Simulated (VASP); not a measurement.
Given:

```yaml
crystal:
  lattice:
    - [6.15294, 0.00000, 0.00000]
    - [0.00000, 6.15294, 0.00000]
    - [0.00000, 0.00000, 6.15294]
  atoms:
    - { symbol: Cs, position: [0.00000, 0.00000, 0.00000] }
    - { symbol: Pb, position: [0.50000, 0.50000, 0.50000] }
    - { symbol: I, position: [0.50000, 0.00000, 0.50000] }
    - { symbol: I, position: [0.00000, 0.50000, 0.50000] }
    - { symbol: I, position: [0.50000, 0.50000, 0.00000] }
```

These are LDA (Ceperley-Alder, Perdew-Zunger), VASP's LDA PAW potentials (set 64) (plane waves; VASP) values and carry that method's errors. Numerical set-up: 520 eV cut-off, Gaussian smearing of 0.050 eV, potentials Cs_sv Pb_d I.

Unless said otherwise, spin-orbit coupling is left out, though it shifts the bands of the heavy elements here.

Give the energies of bands 14 to 25 at the high-symmetry points, in eV from the valence-band maximum.

```
band      Γ      X      M      R
----  -----  -----  -----  -----
14    -4.31  -4.19  -4.02  -2.78
15    -4.31  -4.19  -2.99  -2.78
16    -4.31  -2.63  -2.22  -2.78
17    -1.81  -2.05  -2.22  -1.80
18    -1.81  -2.05  -2.13  -1.80
19    -1.81  -2.00  -2.13  -1.16
20    -1.64  -1.78  -1.81  -1.16
21    -1.64  -1.78  -1.18  -1.16
22    -1.64  -1.16  -0.58   0.00
23     2.42   1.84   1.49   0.98
24     3.39   4.09   1.49   0.98
25     3.39   4.22   4.55   0.98
```

The gap is direct, 0.98 eV, from the valence maximum at R to the conduction minimum at R.

The compound is CsPbI3 in the cubic perovskite structure, the ideal cubic form; the compound distorts at low or room temperature. It was relaxed first, which changed the volume by -6 %.
